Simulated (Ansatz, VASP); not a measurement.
Given: the input of a run of Ansatz 0.2.0 on Sr.

input.yaml

```yaml
crystal:
  lattice:
    - [0.0, 2.9802437979, 2.9802437979]
    - [2.9802437979, 0.0, 2.9802437979]
    - [2.9802437979, 2.9802437979, 0.0]
  atoms:
    - { symbol: Sr, position: [0.0, 0.0, 0.0] }
hamiltonian:
  xc: pbesol
  pseudopotentials: { kind: paw }
kpoints:
  mp_grid: { grid: [8, 8, 8] }
scf:
  occupations: { method: fermi_dirac, width: 0.05 }
output:
  forces: true
  stress: true
  eigenvalues: true
```

Potentials or basis: Ansatz PAW.

Command:

```console
$ ansatz run input.yaml --threads 1 --pin off --max-ram 3584MiB --backend cpu --events-out ev --progress --plain --runs-dir out
```

Q: Translate it to VASP 6.6.1. Potentials there: VASP PAW PBE potentials, release 64 (Sr_sv).

A: As run (the cutoff follows the program's own potentials):

Contents of INCAR:

```
  PREC = Accurate
  ENCUT = 520
  EDIFF = 1E-6
  ISMEAR = -1
  SIGMA = 0.05
  LREAL = False
  LASPH = True
  NELM = 100
  ALGO = Normal
  ISIF = 2
  LWAVE = False
  LCHARG = False
  GGA = PS
```

File KPOINTS:

```
Automatic mesh
0
Gamma
  8 8 8
```

File POSCAR:

```
Sr                                      
1.0
    0.0000000000      2.9795168917      2.9795168917
    2.9795168917      0.0000000000      2.9795168917
    2.9795168917      2.9795168917     -0.0000000000
  Sr            
     1
Direct
     0.0000000000000000    0.0000000000000000    0.0000000000000000
```

Potentials or basis: VASP PAW PBE potentials, release 64 (Sr_sv).

Command:

```bash
$ cat potpaw_PBE.64/Sr_sv/POTCAR > POTCAR
$ mpirun -np 1 vasp_std > vasp.out
```

Both were run:

|  | VASP | Ansatz | Ansatz less VASP |
| --- | --- | --- | --- |
| gap on the k mesh at the Fermi level (eV) | none | none | - |
| pressure (GPa) | -0.2 | -0.3 | -0.02 |

A gap of «none» marks a metal or a gap that the smearing closes.

Caveats: the PAW data sets were made with another functional, which shifts forces and pressure a little (VASP); the PAW data sets come from PBE, with cores solved anew for the run's functional, which leaves a small shift of forces and pressure (Ansatz).
